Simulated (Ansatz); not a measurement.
# RbBr: where the heat goes in a short trajectory

These are results of DFT PBE, scalar-relativistic, plane waves, PAW in Ansatz, not measurements. The runs took a 420 eV cutoff, a Γ-centred 1×1×1 mesh and Fermi–Dirac smearing (0.1 eV). The mesh is coarse. No spin polarisation.

16 atoms start on the lattice sites below (V = 584.4 Å³, 1.04 times the source cell's; static pressure 1.18 GPa, largest force component 0.00 eV/Å) with velocities drawn for 1200 K; constant energy, at which the real crystal may have melted, fixed cell, 109 steps of 1.5 fs.

```
Rb Br
1.0
     0.00000    8.36075    0.00000
     0.00000    0.00000    8.36075
     8.36075    0.00000    0.00000
Rb Br
8 8
Direct
  0.00000 0.00000 0.00000
  0.00000 0.50000 0.00000
  0.50000 0.00000 0.00000
  0.50000 0.50000 0.00000
  0.00000 0.00000 0.50000
  0.00000 0.50000 0.50000
  0.50000 0.00000 0.50000
  0.50000 0.50000 0.50000
  0.25000 0.25000 0.25000
  0.25000 0.75000 0.25000
  0.75000 0.25000 0.25000
  0.75000 0.75000 0.25000
  0.25000 0.25000 0.75000
  0.25000 0.75000 0.75000
  0.75000 0.25000 0.75000
  0.75000 0.75000 0.75000
```

```
t (fs) T (K) kinetic energy (meV/atom) potential energy over the first frame (meV/atom) P with the kinetic part (GPa)
   0.0   1200                      145.4                                               0.0                           1.64
  10.5   1184                      143.4                                               2.0                           1.67
  21.0   1136                      137.7                                               7.7                           1.74
  31.5   1061                      128.5                                              16.9                           1.86
  42.0    960                      116.3                                              29.1                           2.02
  52.5    841                      101.9                                              43.5                           2.21
  63.0    713                       86.4                                              59.0                           2.41
  73.5    593                       71.8                                              73.6                           2.60
  84.0    496                       60.2                                              85.3                           2.77
  94.5    438                       53.0                                              92.4                           2.89
 105.0    422                       51.1                                              94.3                           2.96
 115.5    444                       53.8                                              91.6                           2.98
 126.0    491                       59.5                                              85.9                           2.97
 136.5    548                       66.5                                              79.0                           2.96
 147.0    602                       73.0                                              72.5                           2.95
 157.5    642                       77.9                                              67.6                           2.97
```

T counts 3N − 3 degrees of freedom. Means over every step of the second half, not only the rows shown: T = 513 K, kinetic energy 62.2 meV/atom, potential energy 83.2 meV/atom, P = 2.94 GPa.

Question: Does the potential energy follow equipartition for harmonic vibrations?

Answer: In a harmonic crystal each vibration holds as much potential as kinetic energy on average, here 62.2 meV/atom. The run has 83.2, a ratio of 1.34. All modes start in phase at zero potential energy, and slow ones that pass their first turning point in this window can alone give an excess; anharmonic motion or disorder setting in would add to it. At constant energy a start from the lattice sites hands about half of the kinetic energy to the potential, so T should settle near 600 K. So short a run gives a rough mean.

Question: Split the rise of pressure into the kinetic part and the rest. Can a thermal Grüneisen parameter be estimated?

Answer: The program counts the kinetic part as N k_B T/V = 0.19 GPa. The pressure lies 1.75 GPa over the static one in all, so the forces add 1.56 GPa. For a harmonic mode with ω ∝ V^(−γ) and an amplitude that scales with the cell, the forces add (2γ − 2/3)U/V, which needs no equipartition; when U equals the kinetic energy K, this and the kinetic part 2K/(3V) sum to the Mie–Grüneisen γE_th/V. With U = N × 83.2 meV, γ = 1/3 + V ΔP_forces/(2U) = 2.47, for harmonic vibrations a mean over the modes weighted by their potential energy, for uniform scaling of the cell (in a layered or otherwise anisotropic crystal this differs from γ under hydrostatic pressure). Most solids fall between 1 and 3, and tetrahedral, framework and layered ones often lower; anharmonic motion and pressure swings in a cell of 16 atoms make this value uncertain by tenths or more.